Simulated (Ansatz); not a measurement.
# FeCo: a stretch of c alone

Aim: apply a stretch of c alone to FeCo from -3 to +3 %, where the rest of the cell is held and the atoms relax, and follow energy, stress and any gap.

Computed with Ansatz 0.2.0 (DFT PBE, scalar-relativistic, plane waves, PAW, unless a step's input says otherwise).

2 further runs of the same task are left out: 2 set aside as unsound or not needed.

### 1 Starting point

It takes space group Pm-3m (No. 221, cubic). The conventional cell has a = 2.845 Å, b = 2.845 Å, c = 2.845 Å, α = 90.00°, β = 90.00°, γ = 90.00°. Fe (site symmetry m-3m) has 8 Co at 2.46 Å as nearest neighbours. Around Co (site symmetry m-3m) lie 8 Fe at 2.46 Å.

As a file:

```
Fe Co
1.0
     2.84491    0.00000    0.00000
     0.00000    2.84491    0.00000
     0.00000    0.00000    2.84491
Fe Co
1 1
Direct
  0.00000 0.00000 0.00000
  0.50000 0.50000 0.50000
```

It goes back to an entry of the Materials Project, which need not be the stable form.

This cell was relaxed beforehand with the same method: volume 11.51 Å³/atom, gap on the mesh none (metal), site moments up to 2.8 μB.

The unstrained cell was computed beforehand with the same settings: E(σ→0) = -9606.7695 eV for 2 atoms, gap none (metal).

### 2 Strain -1.0 %

input.yaml reads:

```yaml
crystal:
  lattice:
    - [2.8449098726, 0.0, 0.0]
    - [0.0, 2.8449098726, 0.0]
    - [0.0, 0.0, 2.8164607739]
  atoms:
    - { symbol: Fe, position: [0.0, 0.0, 0.0], spin: 3.09 }
    - { symbol: Co, position: [0.5, 0.5, 0.5], spin: 2.02 }
basis:
  ecutwfc: 420
kpoints:
  mp_grid: { grid: [14, 14, 14] }
hamiltonian:
  xc: pbe
scf:
  occupations: { method: gaussian, width: 0.1 }
output:
  forces: true
  stress: true
  eigenvalues: true
  populations: true
magnetization:
  spin_polarized: true
```

Launch:

```console
> ansatz run input.yaml --threads 1 --pin off --max-ram 1331MiB --backend cpu --events-out ev --progress --plain --runs-dir out
```

The session goes on with these runs: At +1.0 %; strain -2.0 %; At +2.0 %; strain -3.0 %; At +3.0 %.

Before running it: what results should come out? Wanted: (1/V) d²E/dε² at zero strain, cubic fit.

The runs gave:

```
                               quantity                   value
                    largest energy cost  9.8 meV/atom at -3.0 %
(1/V) d²E/dε² at zero strain, cubic fit                 277 GPa
```

**Reading.** The curvature of the energy, 277 GPa, is the elastic constant along c at held a and b. Compression by 3 % costs 9.8 meV/atom and stretching 8.0.
